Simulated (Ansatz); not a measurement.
**MgO: energy along a strain**

MgO, Fm-3m, a = 4.270 Å (as given, not relaxed at this level: -7.1 GPa). Ansatz: r2SCAN, PAW, 500 eV, Γ-centred 10×10×10 mesh on 2 atoms, Gaussian smearing 0.05 eV; no spin polarisation. Cell vectors (Å): 0.000 2.135 2.135; 2.135 0.000 2.135; 2.135 2.135 0.000. The cell is strained by x per cent times the pattern (1 0 0 0 0 0) in the order xx yy zz yz xz xy (engineering shears), with fractional coordinates held. y is the free energy over the start, V0 = 9.734 Å³/atom.

```tsv
x (%)	y (meV/atom)
-6.00	9.52
-4.50	-0.80
-3.00	-5.20
-1.50	-4.64
0.00	0.00
1.50	8.01
3.00	18.77
4.50	31.74
5.25	38.90
6.00	?
```

Problem. Fit y = c1 x + c2 x² + c3 x³ to the other rows, get the stiffness along the pattern, and predict the missing energy.

Solution. Least squares on the rows shown. y = 4.3278 x + 0.76934 x² − 0.035587 x³. The clamped-ion stiffness p·C·p = 2 × 7.693 eV × 160.2 / 9.734 Å³ = 253 GPa, which is C11 in these axes (second derivative at the start, which stands under stress). At x = 6.00 the fit asked for gives 45.98 meV/atom. The run gave 46.46 meV/atom, so the fit is 0.48 meV/atom too low, 0.93 % of the span of the series, against an rms of 0.11 meV/atom on the fitted rows. The row lies outside the fitted range. With a term in x⁴ added, a fit to the same known rows predicts 46.49 meV/atom, so most of the miss is curvature that the known rows already hold.